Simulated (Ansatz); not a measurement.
**CaF2 (Fluorite) under changes of volume**

One of the cells (13.579 Å³/atom); the others are scaled copies at fixed shape and fractional positions:

```
CELL_PARAMETERS angstrom
0.00000 2.73100 2.73100
2.73100 0.00000 2.73100
2.73100 2.73100 0.00000
ATOMIC_POSITIONS crystal
Ca 0.00000 0.00000 0.00000
F 0.75000 0.75000 0.75000
F 0.25000 0.25000 0.25000
```

| Quantity | Value |
| --- | --- |
| Program | Ansatz 0.2.0 |
| Functional | r2SCAN |
| Potentials or basis | Ansatz PAW |
| Cutoff | 500 eV (not typed: the program's choice for these potentials) |
| k mesh | 8 × 8 × 8 |
| Occupations | fermi-dirac, width 0.05 eV |
| Spin | no spin polarisation |

```csv
volume (Å³/atom),energy over the lowest point (meV/atom),pressure (GPa),gap on the mesh (eV)
12.764,?,?,?
13.036,2.84,2.7,8.20
13.308,0.00,0.7,8.08
13.579,0.35,-1.1,7.96
13.851,3.59,-2.7,7.84
14.122,9.39,-4.1,7.73
14.394,17.48,-5.4,7.62
```

**Question.** What does the run at 12.764 Å³/atom give?

**Answer.** Energy over the lowest point 9.28 meV/atom; pressure 4.9 GPa; gap on the mesh 8.33 eV.

Worked out: A Birch-Murnaghan fit of order 3 (a polynomial in V^(-2/3)) to the other rows has its minimum at 13.41 Å³/atom with B0 = V·E''(V) = 90 GPa and B' = 4.6. It gives 9.30 meV/atom at 12.764 Å³/atom, against the run's 9.28, and -dE/dV = 5.0 GPa, against 4.9. A straight line through the other rows of the gap, of slope -5.87 eV per unit of ln V, extrapolates to 8.32 eV, against the run's 8.33.

Energies are extrapolated to zero smearing.

Caveats: the PAW data sets come from PBE, with cores solved anew for the run's functional, which leaves a small shift of forces and pressure.

A mesh can miss the band edges.
